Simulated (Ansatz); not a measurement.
# AlAs: the cost of one run

Program: Ansatz 0.2.0. Level of theory: DFT PBE+D3(BJ), scalar-relativistic, plane waves, PAW. These are calculated values, not measurements.

1 further run of the same task is left out (set aside as unsound or not needed).

## Step 1: The starting structure

The structure is cubic, space group F-43m (No. 216). Conventional cell: a = 5.664 Å, b = 5.664 Å, c = 5.664 Å, α = 90.00°, β = 90.00°, γ = 90.00°. Al (site symmetry -43m) has 4 As at 2.45 Å as nearest neighbours. Around As (site symmetry -43m) lie 4 Al at 2.45 Å.

Structure file:

```
Al As
1.0
     0.00000    2.83210    2.83210
     2.83210    0.00000    2.83210
     2.83210    2.83210    0.00000
Al As
1 1
Direct
  0.00000 0.00000 0.00000
  0.75000 0.75000 0.75000
```

It is the result of an earlier relaxation at this level (volume 22.72 Å³/atom; gap on the mesh: 1.45 eV).

## Step 2: Cutting the slab

Planes are indexed in the bulk's conventional cell (F-43m (No. 216)), a = 5.664 Å, b = 5.664 Å, c = 5.664 Å, α = 90.00°, β = 90.00°, γ = 90.00°.

A (110) slab, 6.0 Å thick as cut, with 16 Å of vacuum, in a 2×2 surface cell; its outer planes are AlAs (top) and AlAs (bottom).

The slab as cut. Layers, bottom to top:

```
plane  atoms per cell  height over the lowest (Å)
    1          Al4As4                        0.00
    2          Al4As4                        2.00
    3          Al4As4                        4.01
    4          Al4As4                        6.01
```

## Step 3: The clean surface, relaxed

Contents of input.yaml:

```yaml
crystal:
  lattice:
    - [8.0103882437, 0.0, 0.0]
    - [0.0, 11.3283996941, 0.0]
    - [0.0, 0.0, 22.0077911828]
  atoms:
    - { symbol: Al, position: [0.25, 0.75, 0.3635076293] }
    - { symbol: Al, position: [0.25, 0.25, 0.3635076293] }
    - { symbol: Al, position: [0.75, 0.75, 0.3635076293] }
    - { symbol: Al, position: [0.75, 0.25, 0.3635076293] }
    - { symbol: As, position: [0.5, 0.125, 0.3635076293] }
    - { symbol: As, position: [0.5, 0.625, 0.3635076293] }
    - { symbol: As, position: [0.0, 0.125, 0.3635076293] }
    - { symbol: As, position: [0.0, 0.625, 0.3635076293] }
    - { symbol: Al, position: [0.5, 0.5, 0.4545025431] }
    - { symbol: Al, position: [0.5, 0.0, 0.4545025431] }
    - { symbol: Al, position: [0.0, 0.5, 0.4545025431] }
    - { symbol: Al, position: [0.0, 0.0, 0.4545025431] }
    - { symbol: As, position: [0.75, 0.875, 0.4545025431] }
    - { symbol: As, position: [0.75, 0.375, 0.4545025431] }
    - { symbol: As, position: [0.25, 0.875, 0.4545025431] }
    - { symbol: As, position: [0.25, 0.375, 0.4545025431] }
    - { symbol: Al, position: [0.75, 0.25, 0.5454974569] }
    - { symbol: Al, position: [0.75, 0.75, 0.5454974569] }
    - { symbol: Al, position: [0.25, 0.25, 0.5454974569] }
    - { symbol: Al, position: [0.25, 0.75, 0.5454974569] }
    - { symbol: As, position: [0.0, 0.625, 0.5454974569] }
    - { symbol: As, position: [0.0, 0.125, 0.5454974569] }
    - { symbol: As, position: [0.5, 0.625, 0.5454974569] }
    - { symbol: As, position: [0.5, 0.125, 0.5454974569] }
    - { symbol: Al, position: [0.0, 0.0, 0.6364923707] }
    - { symbol: Al, position: [0.0, 0.5, 0.6364923707] }
    - { symbol: Al, position: [0.5, 0.0, 0.6364923707] }
    - { symbol: Al, position: [0.5, 0.5, 0.6364923707] }
    - { symbol: As, position: [0.25, 0.375, 0.6364923707] }
    - { symbol: As, position: [0.25, 0.875, 0.6364923707] }
    - { symbol: As, position: [0.75, 0.375, 0.6364923707] }
    - { symbol: As, position: [0.75, 0.875, 0.6364923707] }
basis:
  ecutwfc: 420
kpoints:
  mp_grid: { grid: [2, 2, 1] }
hamiltonian:
  xc: pbe
  dispersion: d3bj
scf:
  occupations: { method: gaussian, width: 0.05 }
output:
  forces: true
  eigenvalues: true
  write_density: true
  write_potential: true
  elf: true
  volumetric_format: npy
relax:
  adjacent_minimum: "off"
  f_tol: 0.03
  max_steps: 70
  constraints: [{ sites: [0, 1, 2, 3, 4, 5, 6, 7, 8, 9, 10, 11, 12, 13, 14, 15] }]
efield:
  axis: 3
  dipole_correction: true
  ramp_width: 0.04
```

Launch:

```bash
$ ansatz run input.yaml --threads 4 --pin off --max-ram 10240MiB --backend cpu --events-out ev --progress --plain --runs-dir out
```

Q: Estimate wall time and peak memory on 4 threads of Arm Neoverse V2, shared host.

About 2.6 min, with a peak of 6.1 GiB.
